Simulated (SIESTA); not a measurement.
Crystal: CuAu.

```
Au Cu
1.0
     2.81075    0.00000    0.00000
     0.00000    2.81075    0.00000
     0.00000    0.00000    3.68500
Au Cu
1 1
Cartesian
  0.0000 0.0000 0.0000
  1.4054 1.4054 1.8425
```

Base run:

```yaml
Program: SIESTA 5.4.2
Functional: PBE
Potentials_or_basis: PseudoDojo 0.4 standard (PBE files, fully relativistic)
Basis: DZP (energy shift 0.003 Ry; two zetas on semicore shells)
Grid_cutoff: 800 Ry
Energy_shift: 0.003 Ry
k_mesh: 9 × 9 × 7
Occupations: fermi-dirac, width 0.05 eV
Spin: non-collinear spin, zero start, spin-orbit coupling
Starting_moments: "[[0.0, 0.0, 0.0], [0.0, 0.0, 0.0]] μB"
```

Its results: band gap on the k mesh none (metal or under the smearing width); pressure 1.7 GPa.

Task: The run is repeated on the same cell with these changes: potentials or basis from PseudoDojo 0.4 standard (PBE files, fully relativistic) to PseudoDojo 0.4 standard (PBE files); spin from non-collinear spin, zero start, spin-orbit coupling to no spin polarisation. What comes out?

Result: Band gap on the k mesh none (metal or under the smearing width); pressure 5.0 GPa.

Caveats: short orbitals over semicore shells can move pressures by several GPa; the basis of atomic orbitals isn't converged, which shifts pressures, moduli and gaps; spin-orbit coupling is left out, which moves the levels of the heavy elements (some runs).
